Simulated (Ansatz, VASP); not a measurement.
## Sb in VASP and in Ansatz

File POSCAR:

```
Sb
1.0
    3.1600000000      0.0000000000      0.0000000000
    0.0000000000      3.1600000000      0.0000000000
    0.0000000000      0.0000000000      3.1600000000
Sb
1
Direct
    0.0000000000      0.0000000000      0.0000000000
```

INCAR.step1

```
SYSTEM = Sb
PREC     = Accurate       ! precision mode
ENCUT    = 520            ! plane-wave cutoff, eV
EDIFF    = 1E-5           ! SCF threshold, eV
ISMEAR   = -1             ! smearing method
SIGMA    = 0.05           ! smearing width, eV
LREAL    = .False.        ! projectors in reciprocal space
LASPH    = .True.         ! aspherical terms in the spheres
NELM     = 100            ! most SCF steps
ALGO     = Normal         ! electronic algorithm
ISIF     = 2              ! what is computed and relaxed
LWAVE    = .True.         ! write WAVECAR
GGA      = PE             ! functional
NBANDS   = 8              ! bands
```

File INCAR.step2:

```
SYSTEM = Sb
PREC     = Accurate       ! precision mode
ENCUT    = 520            ! plane-wave cutoff, eV
EDIFF    = 1E-6           ! SCF threshold, eV
ISMEAR   = -1             ! smearing method
SIGMA    = 0.05           ! smearing width, eV
LREAL    = .False.        ! projectors in reciprocal space
LASPH    = .True.         ! aspherical terms in the spheres
NELM     = 100            ! most SCF steps
ALGO     = Normal         ! electronic algorithm
ISIF     = 2              ! what is computed and relaxed
LWAVE    = .False.        ! write WAVECAR
LCHARG   = .True.         ! write CHGCAR
METAGGA  = R2SCAN         ! meta-GGA
LHFCALC  = .True.         ! exact exchange
AEXX     = 0.25           ! exact-exchange fraction
LMIXTAU  = .True.       
PRECFOCK = Normal       
LELF     = .True.         ! ELF
LVHAR    = .True.       
ISTART   = 1            
NBANDS   = 8              ! bands
```

The input KPOINTS:

```
regular mesh
0
Gamma
  4 4 4
  0 0 0
```

File input:

```
crystal:
  lattice:
    - [3.16, 0.0, 0.0]
    - [0.0, 3.16, 0.0]
    - [0.0, 0.0, 3.16]
  atoms:
    - { symbol: Sb, position: [0.0, 0.0, 0.0] }
hamiltonian:
  xc: r2scan0
  pseudopotentials: { kind: paw }
kpoints:
  mp_grid: { grid: [4, 4, 4] }
scf:
  occupations: { method: fermi_dirac, width: 0.05 }
output:
  forces: true
  stress: true
  eigenvalues: true
```

This isn't the form of Sb at room conditions, which is rhombohedral.

Alike in both runs: task single point; functional r2SCAN0; k mesh 4 × 4 × 4; occupations fermi-dirac, width 0.05 eV; no spin polarisation.

|  | VASP | Ansatz |
| --- | --- | --- |
| version | VASP 6.6.1 | Ansatz 0.2.0 |
| potentials or method | VASP PAW PBE potentials, release 64 (Sb) | Ansatz PAW |
| plane-wave cutoff (eV) | 520 | 500 |
| valence electrons in the cell | 5 | 15 |

Ansatz gave:

| Property | Result |
| --- | --- |
| gap on the k mesh at the Fermi level (eV) | none |
| pressure (GPa) | -6.2 |

Which values does VASP return?

gap on the k mesh at the Fermi level (eV): none; pressure (GPa): -7.2.

A gap of «none» marks a metal or a gap that the smearing closes. The functional is the same, so the differences come from potentials, cutoffs and numerics. The two sets of potentials don't hold the same shells in valence.

Caveats: the k mesh is coarse (spacing up to 0.50 Å⁻¹), so the values aren't converged, least of all with exact exchange; the PAW data sets were made with another functional, which shifts forces and pressure a little (VASP); the PAW data sets come from PBE, with cores solved anew for the run's functional, which leaves a small shift of forces and pressure (Ansatz); the thresholds are loose for stress (Ansatz). The runs have no spin-orbit coupling, so splittings on Sb are missing.
